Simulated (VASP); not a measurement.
BAs:

```
B As
1.0
     2.93437    0.00000    0.00000
     0.00000    2.93437    0.00000
     0.00000    0.00000    2.93437
B As
1 1
Direct
  0.50000 0.50000 0.50000
  0.00000 0.00000 0.00000
```

The cell was built by a generator and needn't be a form met in nature.

| Quantity | Value |
| --- | --- |
| Program | VASP 6.6.1 |
| Task | relaxation of cell and atoms |
| Functional | PBEsol |
| Potentials or basis | VASP PAW PBE potentials, release 64 (B, As) |
| Cutoff | 600 eV |
| k mesh | 9 × 9 × 9 |
| Occupations | fermi-dirac, width 0.05 eV |
| Spin | no spin polarisation |

At the start: pressure -3.4 GPa; volume 12.63 Å³/atom.

Q: How do energy, volume and symmetry change on relaxing?

A: Over 3 steps the energy falls by 4.4 meV/atom and the volume is 12.23 Å³/atom (-3.2 %); space group Pm-3m (No. 221, to 0.05 Å).

Step by step:
```tsv
step	energy change (eV)	largest force (eV/Å)	pressure (GPa)	volume (Å³)
1	0.0000	0.0000	-3.38	25.27
2	-0.0084	0.0000	0.80	24.30
3	-0.0088	0.0000	0.01	24.47
```

Final structure:
```xyz
2
Lattice="2.9031 0.0000 0.0000 0.0000 2.9031 0.0000 0.0000 0.0000 2.9031" Properties=species:S:1:pos:R:3 pbc="T T T"
B     1.4515    1.4515    1.4515
As    0.0000    0.0000    0.0000
```

Caveat: the PAW data sets were made with another functional, which shifts forces and pressure a little.
